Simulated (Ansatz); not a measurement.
Input and command of a plane-wave DFT calculation in Ansatz:

```yaml
crystal:
  lattice:
    - [3.320310894, 0.0, 0.0]
    - [-1.660155447, 2.8754735826, 0.0]
    - [0.0, 0.0, 12.7506562248]
  atoms:
    - { symbol: Mo, position: [0.6666666667, 0.3333333333, 0.249782775] }
    - { symbol: Mo, position: [0.3333333333, 0.6666666667, 0.750217225] }
    - { symbol: Se, position: [0.3333333333, 0.6666666667, 0.3792579737] }
    - { symbol: Se, position: [0.6666666667, 0.3333333333, 0.8796916104] }
    - { symbol: Se, position: [0.3333333333, 0.6666666667, 0.1203083896] }
    - { symbol: Se, position: [0.6666666667, 0.3333333333, 0.6207420263] }
basis:
  ecutwfc: 420
kpoints:
  mp_grid: { grid: [12, 12, 2] }
hamiltonian:
  xc: pbe
  dispersion: d3bj
scf:
  occupations: { method: gaussian, width: 0.02 }
output:
  forces: true
  stress: true
  eigenvalues: true
relax:
  adjacent_minimum: "off"
  f_tol: 0.01
  max_steps: 60
  cell: { stress_tol: 0.1 }
```

```bash
ansatz run input.yaml --threads 1 --pin off --max-ram 2560MiB --backend cpu --events-out ev --progress --plain --runs-dir out
```

Processor: Intel(R) Xeon(R) Processor @ 2.70GHz, 1 thread, on a host shared with other jobs.

How long does it run, and how much memory does it take?

About 2 min on 1 thread of Intel(R) Xeon(R) Processor @ 2.70GHz, with other jobs on the host, peak memory 0.54 GiB. It solves 56 bands at 38 k points (the mesh reduced by the symmetry that the task leaves, which can be less than the crystal's) with about 2347 plane waves (on the last cell), in 48 SCF iterations over 6 ionic steps.
